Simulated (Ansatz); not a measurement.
# NbP (I4_1md) in Ansatz: notebook

One crystal, NbP, is run at these levels: PBE; tasks: relaxation of cell and atoms.

Everything below comes from runs of Ansatz 0.2.0. Logs are shortened: lines on timing, memory, paths and dates and some standing lists are left out, and cuts for length are marked.

### Step 1. The crystal as given

It takes space group I4_1md (No. 109, tetragonal). The conventional cell has a = 3.350 Å, b = 3.350 Å, c = 11.480 Å, α = 90.00°, β = 90.00°, γ = 90.00°. Nb (site symmetry 2mm) has 6 P at 2.55 Å as nearest neighbours. P (site symmetry 2mm) has 6 Nb at 2.55 Å as nearest neighbours.

The cell is a database's computed one.

### Step 2. Relaxation of cell and atoms, PBE

Input file input.yaml:

```yaml
crystal:
  lattice:
    - [-1.6749232544, 1.6749232544, 5.7401081759]
    - [1.6749232544, -1.6749232544, 5.7401081759]
    - [1.6749232544, 1.6749232544, -5.7401081759]
  atoms:
    - { symbol: Nb, position: [0.2498808, 0.7498808, 0.5] }
    - { symbol: Nb, position: [0.4998808, 0.4998808, 0.0] }
    - { symbol: P, position: [0.83274777, 0.33274777, 0.5] }
    - { symbol: P, position: [0.08274777, 0.08274777, 0.0] }
hamiltonian:
  xc: pbe
  pseudopotentials: { kind: paw, source: ansatz }
kpoints:
  mp_grid: { grid: [11, 11, 11] }
scf:
  occupations: { method: fermi_dirac, width: 0.05 }
output:
  forces: true
  stress: true
  eigenvalues: true
relax:
  f_tol: 0.01
  max_steps: 40
  cell: { stress_tol: 0.05 }
```

Potentials or basis: Ansatz PAW earlier set.

On the command line:

```
$ ansatz run input.yaml --threads 2 --pin off --max-ram 5632MiB --backend cpu --events-out ev --progress --plain --runs-dir out
```

What it wrote:

```text
Warning: RAYON_NUM_THREADS=2 ignored (pool sized by the plan → 2); use --threads N
basis.fft_grid_basis auto: the FFT boxes are laid along the combinations [[1, 0, 1], [0, 1, 1], [0, 0, 1]] of the cell's own vectors, 3.350, 3.350 and 6.210 Å long. The dense box has 36×36×64 points. Along the cell's own vectors, as sized, it would have 64×64×64, 3.16 times as many. Of the 8 symmetry operations that the crystal satisfies within crystal.symmetry.tolerance (time reversal apart; of a slab, those that keep its plane) the dense box along the cell's own vectors carries 8, and the one as laid loses 6 of those. basis.fft_grid_basis: typed keeps the cell's own vectors: state it where this run's energies or levels are differenced outside the engine with another run's, or held beside a run that keeps those vectors.
Engine: ansatz 0.2.0, aarch64-unknown-linux-gnu
Pseudopotentials: kind: paw
Pseudopotential: Nb, paw, valence charge 13, recommended cutoff 708 eV (normal), Nb.paw.azcp
Pseudopotential: P, paw, valence charge 5, recommended cutoff 600 eV (normal), P.paw.azcp
Functional definition: PBE
  parameter kappa = 0.804
  parameter beta = 0.06672455060314922
  exchange = pbe_x(kappa = kappa, mu = beta*pi^2/3)
  correlation = pbe_c(beta = beta)
Crystal: 4 atoms, lattice volume = 64.412 Å³
Basis set: ecut = 708 eV, 2745 PW (Γ), FFT grids on a1+a3, a2+a3, a3, exchange–correlation on 72×72×128 points (8 copies of the dense FFT grid, shifted against one another)
Bands: 22, of which v1, the nominal top of the filled ones, is band 18 counted from 1 (17 counted from 0)
Symmetry: 8 space group operations
Space group: I41md (ITA 109), of the structure as read, at distance tolerance 4.0e-5 Å
k-points: 126 of 1331 (time reversal used)
Non-local potential: Nb, projectors of the file, l = 0: 3, l = 1: 3, l = 2: 3, l = 3: 2
Non-local potential: P, projectors of the file, l = 0: 2, l = 1: 2, l = 2: 1
PAW form: soft (Blöchl's): semilocal exchange-correlation on the pseudo side does not see the compensation charge
PAW one-centre angular grid: Nb, 590 points (default); XC on 64 Gauss nodes
PAW one-centre angular grid: P, 110 points (default); XC on 64 Gauss nodes
Initial density: superposition of atomic densities (chi_scale 0.1, normalization cell, long waves kept (reshape's long-wave potential 0.00 eV rms))
Initial wavefunctions: pseudopotential atomic-orbital guess
Functional: x = pbe(κ = 0.804, μ = 0.2195149727645171), c = pbe(β = 0.06672455060314922)
SCF iter   1: F=—  HF=-10640.288789 eV  |F-HF|=—  |Δ(HF+E_count)|=         —  Δρ=7.07e-2  dr2=4.75e0  ethr=3.10e-3  ⟨swp⟩=6.2  Hψ=15119  notcnv=0
preconditioner: auto → Kerker (q_TF=auto, 2.476 Å⁻¹)  [metal: Δε(μ)=0.047 eV  Ē_g=7.136 eV  σ=0.050 eV  W_gap=0.22  n_scr=12 (ndim 8)  ℏωp=20.7 eV  f_vac=0.000  D(μ)=0.42/eV (n_scr^D=0)]
SCF iter   2: F=—  HF=-10639.127055 eV  |F-HF|=—  |Δ(HF+E_count)|=    1.16e0  Δρ=3.14e-2  dr2=6.43e-1  ethr=3.10e-3  ⟨swp⟩=3.3  Hψ=6506  notcnv=0
SCF iter   3: F=—  HF=-10638.994955 eV  |F-HF|=—  |Δ(HF+E_count)|=   1.32e-1  Δρ=1.00e-2  dr2=4.02e-2  ethr=1.79e-3  ⟨swp⟩=2.3  Hψ=4312  notcnv=0
SCF iter   4: F=—  HF=-10638.991123 eV  |F-HF|=—  |Δ(HF+E_count)|=   3.83e-3  Δρ=1.35e-3  dr2=1.32e-3  ethr=1.12e-4  ⟨swp⟩=2.1  Hψ=4978  notcnv=0
SCF iter   5: F=—  HF=-10638.990997 eV  |F-HF|=—  |Δ(HF+E_count)|=   1.25e-4  Δρ=4.42e-4  dr2=2.06e-4  ethr=3.66e-6  ⟨swp⟩=2.1  Hψ=4772  notcnv=0
SCF iter   6: F=—  HF=-10638.990951 eV  |F-HF|=—  |Δ(HF+E_count)|=   4.61e-5  Δρ=5.36e-5  dr2=2.19e-6  ethr=5.72e-7  ⟨swp⟩=2.0  Hψ=3866  notcnv=0
SCF iter   7: F=—  HF=-10638.990830 eV  |F-HF|=—  |Δ(HF+E_count)|=   1.21e-4  Δρ=1.28e-5  dr2=1.83e-7  ethr=6.08e-9  ⟨swp⟩=2.1  Hψ=4051  notcnv=0
SCF iter   8: F=-10638.990830 eV  HF=-10638.990830 eV  |F-HF|=3.85e-9  |Δ(HF+E_count)|=   1.73e-8  Δρ=2.32e-6  dr2=6.11e-9  ethr=2.78e-10  ⟨swp⟩=6.7  Hψ=13081  notcnv=0
SCF 1 converged in 8 iterations: F = -10638.990830 eV  dr2 = 6.11e-9
relax step   1: F+E_penalty+E_count = -10638.99082963 eV  Δ(F+E_penalty+E_count) = +0.000e0 eV  max|allowed force component| = 1.613e-2 eV/Å  Δτ_max = 0.0000 Å  P = -1.048 GPa  Ω = 64.412 Å³  (8 SCF iters, dr2 threshold 1.00e-7 eV, accepted)
Crystal: 4 atoms, lattice volume = 63.755 Å³
Basis set: ecut = 708 eV, 2737 PW (Γ), FFT grids on a1+a3, a2+a3, a3, exchange–correlation on 72×72×128 points (8 copies of the dense FFT grid, shifted against one another)
Initial density: handed on by an earlier stage of this run
Initial wavefunctions: those handed on with the density
iter 1 solved again at ethr=1.09e-6 eV; its pass at ethr=3.10e-3 eV (dr2=3.94e-4 eV) is discarded
SCF iter   1: F=—  HF=-10638.991436 eV  |F-HF|=—  |Δ(HF+E_count)|=         —  Δρ=9.48e-4  dr2=4.49e-4  ethr=1.09e-6  ⟨swp⟩=2.9  Hψ=18589  notcnv=0
preconditioner: auto → Kerker (q_TF=auto, 2.480 Å⁻¹)  [metal: Δε(μ)=0.050 eV  Ē_g=6.526 eV  σ=0.050 eV  W_gap=0.24  n_scr=12 (ndim 8)  ℏωp=20.8 eV  f_vac=0.000  D(μ)=0.63/eV (n_scr^D=2)]
SCF iter   2: F=—  HF=-10638.991362 eV  |F-HF|=—  |Δ(HF+E_count)|=   7.36e-5  Δρ=5.65e-4  dr2=1.75e-4  ethr=1.09e-6  ⟨swp⟩=1.0  Hψ=2772  notcnv=0
SCF iter   3: F=—  HF=-10638.991324 eV  |F-HF|=—  |Δ(HF+E_count)|=   3.86e-5  Δρ=6.69e-5  dr2=2.58e-6  ethr=4.87e-7  ⟨swp⟩=2.0  Hψ=4007  notcnv=0
SCF iter   4: F=-10638.991324 eV  HF=-10638.991324 eV  |F-HF|=5.47e-8  |Δ(HF+E_count)|=   2.94e-8  Δρ=2.44e-5  dr2=3.33e-7  ethr=1.11e-9  ⟨swp⟩=7.1  Hψ=14042  notcnv=0
SCF 2 converged in 4 iterations: F = -10638.991324 eV  dr2 = 3.33e-7
relax step   2: F+E_penalty+E_count = -10638.99132363 eV  Δ(F+E_penalty+E_count) = -4.940e-4 eV  max|allowed force component| = 1.510e-2 eV/Å  Δτ_max = 0.0038 Å  P = +0.723 GPa  Ω = 63.755 Å³  energy of the carried Pulay correction = +9.801e-6 eV  (4 SCF iters, dr2 threshold 4.00e-7 eV, accepted)
Crystal: 4 atoms, lattice volume = 64.031 Å³
iter 1 solved again at ethr=3.21e-7 eV; its pass at ethr=3.10e-3 eV (dr2=1.16e-4 eV) is discarded
SCF iter   1: F=—  HF=-10638.992383 eV  |F-HF|=—  |Δ(HF+E_count)|=         —  Δρ=5.05e-4  dr2=1.35e-4  ethr=3.21e-7  ⟨swp⟩=3.0  Hψ=17967  notcnv=0
preconditioner: auto → Kerker (q_TF=auto, 2.479 Å⁻¹)  [metal: Δε(μ)=0.041 eV  Ē_g=6.508 eV  σ=0.050 eV  W_gap=0.20  n_scr=12 (ndim 8)  ℏωp=20.8 eV  f_vac=0.000  D(μ)=0.65/eV (n_scr^D=2)]
SCF iter   2: F=—  HF=-10638.992361 eV  |F-HF|=—  |Δ(HF+E_count)|=   2.15e-5  Δρ=2.98e-4  dr2=5.09e-5  ethr=3.21e-7  ⟨swp⟩=1.0  Hψ=2772  notcnv=0
SCF iter   3: F=—  HF=-10638.992348 eV  |F-HF|=—  |Δ(HF+E_count)|=   1.28e-5  Δρ=3.70e-5  dr2=7.84e-7  ethr=1.41e-7  ⟨swp⟩=2.0  Hψ=4001  notcnv=0
SCF iter   4: F=-10638.992348 eV  HF=-10638.992348 eV  |F-HF|=8.36e-9  |Δ(HF+E_count)|=   3.00e-8  Δρ=1.51e-5  dr2=1.13e-7  ethr=1.11e-9  ⟨swp⟩=6.9  Hψ=12968  notcnv=0
SCF 3 converged in 4 iterations: F = -10638.992348 eV  dr2 = 1.13e-7
relax step   3: F+E_penalty+E_count = -10638.99234822 eV  Δ(F+E_penalty+E_count) = -1.025e-3 eV  max|allowed force component| = 2.204e-4 eV/Å  Δτ_max = 0.0020 Å  P = -0.011 GPa  Ω = 64.031 Å³  energy of the carried Pulay correction = +5.666e-6 eV  (4 SCF iters, dr2 threshold 4.00e-7 eV, accepted)
Initial wavefunctions: pseudopotential atomic-orbital guess (no wavefunctions were taken with the density)
iter 1 solved again at ethr=6.11e-8 eV; its pass at ethr=3.10e-3 eV (dr2=2.20e-5 eV) is discarded
SCF iter   1: F=—  HF=-10638.992451 eV  |F-HF|=—  |Δ(HF+E_count)|=         —  Δρ=1.51e-5  dr2=1.12e-7  ethr=6.11e-8  ⟨swp⟩=4.0  Hψ=24264  notcnv=0
SCF iter   2: F=—  HF=-10638.992343 eV  |F-HF|=—  |Δ(HF+E_count)|=   1.09e-4  Δρ=9.57e-6  dr2=4.94e-8  ethr=3.12e-10  ⟨swp⟩=2.0  Hψ=3823  notcnv=0
SCF iter   3: F=—  HF=-10638.992343 eV  |F-HF|=—  |Δ(HF+E_count)|=   2.36e-9  Δρ=1.22e-6  dr2=1.20e-9  ethr=1.37e-10  ⟨swp⟩=2.4  Hψ=3954  notcnv=0
SCF iter   4: F=—  HF=-10638.992343 eV  |F-HF|=—  |Δ(HF+E_count)|=  1.16e-10  Δρ=4.06e-7  dr2=1.15e-10  ethr=3.33e-12  ⟨swp⟩=2.2  Hψ=4448  notcnv=0
SCF iter   5: F=-10638.992343 eV  HF=-10638.992343 eV  |F-HF|=1.82e-12  |Δ(HF+E_count)|=    0.00e0  Δρ=7.27e-8  dr2=3.53e-12  ethr=1.00e-12  ⟨swp⟩=5.8  Hψ=12242  notcnv=0
SCF 4 converged in 5 iterations: F = -10638.992343 eV  dr2 = 3.53e-12
relax step   4: F+E_penalty+E_count = -10638.99234268 eV  Δ(F+E_penalty+E_count) = +5.541e-6 eV  max|allowed force component| = 1.937e-4 eV/Å  Δτ_max = 0.0000 Å  P = -0.011 GPa  Ω = 64.031 Å³  stress off target by 1.47e-2 GPa  SCF on the basis re-selected at this cell (its energy is not comparable with the rows above)  (5 SCF iters)
basis re-selected at this cell: Δ(F+E_penalty+E_count) = +5.541e-6 eV, ΔP = +0.000 GPa vs the last step (what re-selecting the basis moved, of the pressure what is left beyond the Pulay correction that the steps carried, after the strain that the cell walked since its last selection, with what the two solves' SCF thresholds leave and, on support functions, any second-order correction that the steps lacked; it is no measure of the basis error at this ecutwfc). This SCF's stress stands 1.47e-2 GPa from its target on what of the cell is left free (relax.cell.stress_tol is 5.00e-2 GPa) and its largest allowed force component is 1.94e-4 eV/Å (relax.f_tol is 1.00e-2 eV/Å): within both
SCF converged after 5 iterations
Free energy (F): -10638.992343 eV
Harris-Foulkes:  -10638.992343 eV  (|F-HF|=1.82e-12)
Internal energy: -10638.986881 eV  (E = F + TS)
E sigma→0 (E₀):  -10638.989612 eV
Entropy (-TS):   -0.005461 eV (-1.365 meV/atom)
Fermi energy:    15.015496 eV
--- Per-component energies (eV) ---
  E_band       = -141.659580
  E_kinetic    = 1102.409779
  E_local      = -2349.457249  (includes V_loc(G=0)·N_el)
  E_nonlocal   = 764.019698
  E_hartree    = 541.915201
  E_xc         = -610.295308
  E_vxc        = -603.267080  (∫ρ·V_xc dr)
  E_paw        = -7151.812612  (= ΣΔE_a)
  E_vpaw       = -139.195110  (= ΣTr[D̂ρ^β])
  E_aug_tail   = -0.000000  (compensation charges beyond the density's cutoff)
  E_ewald      = -2935.766391
  E_smearing   = -0.005461  (= −TS)
  E_closure    = 0.000000  (closes the sum)
  Σ components = -10638.992343   (vs F -10638.992343, Δ=0.00e0)
--- Forces (eV/Å), atoms counted from 1 ---
  atom   1  Nb     0.00000000    -0.00000000    -0.00019349
  atom   2  Nb    -0.00000000    -0.00000000    -0.00019349
  atom   3  P      0.00000000    -0.00000000     0.00019386
  atom   4  P     -0.00000000     0.00000000     0.00019386
  max |Σ_I F_I| component: 7.38e-7 eV/Å
--- Stress (GPa, compression-positive) ---
       -0.008935       0.000000      -0.000000
        0.000000      -0.008935       0.000000
       -0.000000       0.000000      -0.014689
  P = ⅓ Tr σ = -0.0109 GPa (-0.109 kbar)
--- Band table (eV; the first three rows and the last of 126) ---
  k-point 0: bands = ["-39.8967", "-39.8580", "-16.1719", "-15.9672", "-15.9672", "-15.8239", "-15.8239", "-15.7781", "2.2724", "4.6998", "8.8416", "11.9866", "12.7694", "12.7694", "12.8802", "13.3141", "13.6539", "13.6539", "15.8330", "16.6143", "17.6957", "18.1561"]
  k-point 1: bands = ["-39.8932", "-39.8561", "-16.1604", "-15.9901", "-15.9841", "-15.8470", "-15.8407", "-15.7757", "2.4946", "4.7701", "8.9611", "11.6474", "12.5849", "12.6310", "12.6879", "13.1428", "13.7426", "13.8854", "15.5179", "16.1161", "17.7175", "17.7183"]
  k-point 2: bands = ["-39.8834", "-39.8511", "-16.1346", "-16.0483", "-16.0231", "-15.9003", "-15.8839", "-15.7784", "3.0927", "4.9077", "9.3850", "10.8574", "11.5563", "12.1152", "12.2486", "13.3110", "14.1627", "14.2700", "15.2742", "15.4741", "17.1995", "18.0544"]
  k-point 125: bands = ["-39.8764", "-39.8757", "-16.0141", "-15.9772", "-15.9735", "-15.9605", "-15.8326", "-15.8131", "3.3359", "3.3593", "10.8820", "11.0360", "11.8876", "12.1914", "12.3311", "12.8069", "14.0478", "14.6004", "15.8822", "16.6941", "17.0583", "17.3865"]
--- Relaxed structure (3 steps of the walk, 3 accepted, 1 SCFs on fresh bases) ---
  F+E_penalty+E_count = -10638.99234268 eV   max|allowed force component| = 1.937e-4 eV/Å   (the final SCF, on the basis selected at the relaxed cell)
  cell:  # Å, volume = 64.0315 Å³
    - [-1.6736441871065442, 1.6736441871065442, 5.714880956947819]
    - [1.6736441871065442, -1.6736441871065442, 5.714880956947819]
    - [1.6736441871065442, 1.6736441871065442, -5.714880956947819]
  atoms:
    - { symbol: Nb, position: [0.25003715786347713, 0.7500371578634771, 0.5] }
    - { symbol: Nb, position: [0.5000371578634771, 0.5000371578634771, -2.250579363977319e-33] }
    - { symbol: P, position: [0.8325914121365228, 0.3325914121365229, 0.5] }
    - { symbol: P, position: [0.08259141213652287, 0.08259141213652287, 1.524264498443416e-33] }
```

Wall time 2.1 min (2 threads of Arm Neoverse N1, shared host); peak memory 0.64 GiB.

Results:

| Item | Value |
| --- | --- |
| Free energy | -10638.9923 eV |
| Relaxed volume | 16.01 Å³/atom |
| Relaxed cell | a = 6.186 Å, b = 6.186 Å, c = 6.186 Å, α = 148.60°, β = 148.60°, γ = 45.00° |
| Space group after relaxing (to 0.05 Å) | I4_1md (No. 109) |
| Energy gained by relaxing | 0.4 meV/atom |
| Ionic steps | 4 |
| Pressure after relaxing | 0.0 GPa |
| Band gap on the k mesh | none (metal or under the smearing width) |

The path:
| step | energy change (eV) | largest force (eV/Å) | volume (Å³) |
| --- | --- | --- | --- |
| 1 | 0.0000 | 0.0161 | 64.41 |
| 2 | -0.0005 | 0.0151 | 63.75 |
| 3 | -0.0015 | 0.0002 | 64.03 |
| 4 | -0.0015 | 0.0002 | 64.03 |

Final structure:
```cif
data_structure
_symmetry_space_group_name_H-M 'P 1'
_symmetry_Int_Tables_number 1
_cell_length_a 6.1856
_cell_length_b 6.1856
_cell_length_c 6.1856
_cell_angle_alpha 148.604
_cell_angle_beta 148.604
_cell_angle_gamma 44.995
_cell_volume 64.03
loop_
_atom_site_label
_atom_site_type_symbol
_atom_site_fract_x
_atom_site_fract_y
_atom_site_fract_z
_atom_site_occupancy
Nb1 Nb 0.25004 0.75004 0.50000 1
Nb2 Nb 0.50004 0.50004 0.00000 1
P1 P 0.83259 0.33259 0.50000 1
P2 P 0.08259 0.08259 0.00000 1
```

Caveat: the plane-wave basis is chosen anew once the cell has moved, so the energies of steps on either side of that aren't comparable.

### Step 3. Relaxation of cell and atoms, PBE

Edit input.yaml of step 2 so:

```diff
@@ -12,3 +12,3 @@
   xc: pbe
-  pseudopotentials: { kind: paw, source: ansatz }
+  pseudopotentials: { kind: nc, source: spms }
 kpoints:
```

Potentials or basis: SPMS NC.

On the command line:

```
$ ansatz run input.yaml --threads 2 --pin off --max-ram 5632MiB --backend cpu --events-out ev --progress --plain --runs-dir out
```

Wall time 2.2 min (2 threads of Arm Neoverse N1, shared host); peak memory 0.53 GiB.

The run converged. Its results:

```yaml
Free_energy: -3785.2704 eV
Relaxed_volume: 16.02 Å³/atom
Relaxed_cell: a = 6.187 Å, b = 6.187 Å, c = 6.187 Å, α = 148.60°, β = 148.60°, γ = 44.99°
Space_group_after_relaxing_to_0.05_Å: I4_1md (No. 109)
Energy_gained_by_relaxing: 0.3 meV/atom
Ionic_steps: 4
Pressure_after_relaxing: 0.0 GPa
Band_gap_on_the_k_mesh: none (metal or under the smearing width)
```

Step by step:
| step | energy change (eV) | largest force (eV/Å) | volume (Å³) |
| --- | --- | --- | --- |
| 1 | 0.0000 | 0.0163 | 64.41 |
| 2 | -0.0008 | 0.0153 | 63.82 |
| 3 | -0.0015 | 0.0002 | 64.07 |
| 4 | -0.0013 | 0.0001 | 64.07 |

Final structure:
```xyz
4
Lattice="-1.6740 1.6740 5.7162 1.6740 -1.6740 5.7162 1.6740 1.6740 -5.7162" Properties=species:S:1:pos:R:3 pbc="T T T"
Nb    1.6740    0.0000    2.8585
Nb    0.0000    0.0000    5.7166
P     0.0000    1.6740    3.8023
P     0.0000    0.0000    0.9442
```

Levels at points of the mesh, in eV from the Fermi level:
| k point | band 16 | band 17 | band 18 | band 19 | band 20 | band 21 |
| --- | --- | --- | --- | --- | --- | --- |
| (0.00, 0.00, 0.00) | -1.70 | -1.36 | -1.36 | 0.82 | 1.60 | 2.68 |

Caveat: the plane-wave basis is chosen anew once the cell has moved, so the energies of steps on either side of that aren't comparable.

### Step 4. Relaxation of cell and atoms, PBE

Edit input.yaml of step 3 so:

```diff
@@ -12,3 +12,3 @@
   xc: pbe
-  pseudopotentials: { kind: nc, source: spms }
+  pseudopotentials: { kind: nc, accuracy: standard }
 kpoints:
@@ -21,2 +21,6 @@
   eigenvalues: true
+  write_density: true
+  write_potential: true
+  elf: true
+  volumetric_format: npy
 relax:
```

Potentials or basis: PseudoDojo standard (PBE files).

On the command line:

```
$ ansatz run input.yaml --threads 2 --pin off --max-ram 5632MiB --backend cpu --events-out ev --progress --plain --runs-dir out
```

It took 4.6 min on 2 threads of Arm Neoverse N1, shared host; peak memory 0.83 GiB.

The run converged. Its results:

```
Free energy                            : -3770.7888 eV
Relaxed volume                         : 16.01 Å³/atom
Relaxed cell                           : a = 6.186 Å, b = 6.186 Å, c = 6.186 Å, α = 148.60°, β = 148.60°, γ = 44.99°
Space group after relaxing (to 0.05 Å) : I4_1md (No. 109)
Energy gained by relaxing              : 0.3 meV/atom
Ionic steps                            : 4
Pressure after relaxing                : 0.0 GPa
Band gap on the k mesh                 : none (metal or under the smearing width)
```

Step by step:
```csv
step,energy change (eV),largest force (eV/Å),volume (Å³)
1,0.0000,0.0160,64.41
2,-0.0005,0.0152,63.79
3,-0.0015,0.0002,64.05
4,-0.0014,0.0002,64.05
```

Final structure:
```
Nb P
1.0
    -1.67380    1.67380    5.71557
     1.67380   -1.67380    5.71557
     1.67380    1.67380   -5.71557
Nb P
2 2
Direct
  0.25004 0.75004 0.50000
  0.50004 0.50004 0.00000
  0.83259 0.33259 0.50000
  0.08259 0.08259 0.00000
```

Levels at points of the mesh, in eV from the Fermi level:
```csv
k point,band 15,band 16,band 17,band 18,band 19,band 20,band 21,band 22
"(0.00, 0.00, 0.00)",-2.14,-1.70,-1.36,-1.36,0.82,1.60,2.68,3.14
```

Caveat: the plane-wave basis is chosen anew once the cell has moved, so the energies of steps on either side of that aren't comparable.

### Step 5. The runs side by side

| potentials or basis | cutoff (eV) | gap on the mesh (eV) | pressure (GPa) | relaxed volume (Å³/atom) |
| --- | --- | --- | --- | --- |
| Ansatz PAW earlier set | 708 | none | 0.0 | 16.01 |
| SPMS NC | 762 | none | 0.0 | 16.02 |
| PseudoDojo standard (PBE files) | 1116 | none | 0.0 | 16.01 |

Alike in all rows: task relaxation of cell and atoms; level PBE; no spin polarisation; cell relaxed; k mesh 11 × 11 × 11; smearing fermi-dirac 0.05 eV.

Caveats: the plane-wave basis is chosen anew once the cell has moved, so the energies of steps on either side of that aren't comparable.

Total energies depend on the potentials used, so only differences within one code and one set of settings carry meaning.
